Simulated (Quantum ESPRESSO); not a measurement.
A calculation with Quantum ESPRESSO 7.5 of Sb (ASE script, structure typed inline):

The input run.py:

```python
import numpy as np
from ase.calculators.espresso import Espresso, EspressoProfile
from ase import Atoms

atoms = Atoms(['Sb'],
              cell=[[-1.8713408863, 1.8713408863, 1.8713408863], [1.8713408863, -1.8713408863, 1.8713408863], [1.8713408863, 1.8713408863, -1.8713408863]],
              scaled_positions=[[0.0, 0.0, 0.0]],
              pbc=True)

input_data = {
    'control': {'calculation': 'scf', 'prefix': 'pwscf', 'outdir': './tmp', 'tprnfor': True, 'tstress': True, 'disk_io': 'nowf'},
    'system': {'ecutwfc': 45.0, 'ecutrho': 360.0, 'nbnd': 13, 'occupations': 'smearing', 'smearing': 'fd', 'degauss': 0.00367493},
    'electrons': {'conv_thr': 2e-10, 'electron_maxstep': 120, 'mixing_beta': 0.5},
}
pseudopotentials = {'Sb': 'sb_pbesol_v1.4.uspp.F.UPF'}
profile = EspressoProfile(command='mpirun -n 2 pw.x -nk 2', pseudo_dir='pseudo')
dft = Espresso(profile=profile, input_data=input_data, pseudopotentials=pseudopotentials, kpts=(10, 10, 10), koffset=(0, 0, 0))
atoms.calc = dft

print(f'energy {atoms.get_potential_energy():.8f} eV')
print('forces (eV/A)')
print(np.round(atoms.get_forces(), 6))
print('stress (eV/A^3, Voigt)')
print(np.round(atoms.get_stress(), 8))
print(f'Fermi level {dft.get_fermi_level():.4f} eV')
```

Potentials or basis: GBRV 1.5 PBEsol.

Command:

```console
$ OMP_NUM_THREADS=1 python run.py
```

This isn't the form of Sb at room conditions, which is rhombohedral.

**Question.** Write the same calculation in another form: native input, structure typed inline.

**Answer.** As run:

Contents of pw.in:

```
&CONTROL
  calculation = 'scf'
  prefix = 'pwscf'
  outdir = './tmp'
  pseudo_dir = './pseudo'
  tprnfor = .true.
  tstress = .true.
  disk_io = 'low'
/
&SYSTEM
  ibrav = 0
  nat = 1
  ntyp = 1
  ecutwfc = 45
  ecutrho = 360
  nbnd = 13
  occupations = 'smearing'
  smearing = 'fd'
  degauss = 0.00367493
/
&ELECTRONS
  conv_thr = 2d-10
  electron_maxstep = 120
  mixing_beta = 0.5
/
ATOMIC_SPECIES
Sb   121.7600 sb_pbesol_v1.4.uspp.F.UPF
CELL_PARAMETERS angstrom
  -1.8713408863    1.8713408863    1.8713408863
   1.8713408863   -1.8713408863    1.8713408863
   1.8713408863    1.8713408863   -1.8713408863
ATOMIC_POSITIONS crystal
Sb     0.0000000000    0.0000000000    0.0000000000
K_POINTS automatic
10 10 10 0 0 0
```

The input pp_density.in:

```
&INPUTPP
  prefix = 'pwscf'
  outdir = './tmp'
  filplot = 'density.dat'
  plot_num = 0
/
&PLOT
  nfile = 1
  filepp(1) = 'density.dat'
  iflag = 3
  output_format = 6
  fileout = 'density.cube'
/
```

Contents of pp_potential.in:

```
&INPUTPP
  prefix = 'pwscf'
  outdir = './tmp'
  filplot = 'potential.dat'
  plot_num = 11
/
&PLOT
  nfile = 1
  filepp(1) = 'potential.dat'
  iflag = 3
  output_format = 6
  fileout = 'potential.cube'
/
```

Potentials or basis: GBRV 1.5 PBEsol.

The run is started by

```bash
$ OMP_NUM_THREADS=1 mpirun -n 2 pw.x -nk 2 -in pw.in > pw.out
$ OMP_NUM_THREADS=1 mpirun -n 1 pp.x -in pp_density.in > pp_density.out
$ OMP_NUM_THREADS=1 mpirun -n 1 pp.x -in pp_potential.in > pp_potential.out
```

Both were run:

|  | ASE script, structure typed inline | native input, structure typed inline |
| --- | --- | --- |
| Pressure | -0.1 GPa | -0.1 GPa |
| Band gap on the k mesh | none (metal or under the smearing width) | none (metal or under the smearing width) |

Keys that steer only the numerical path or the files written may differ.
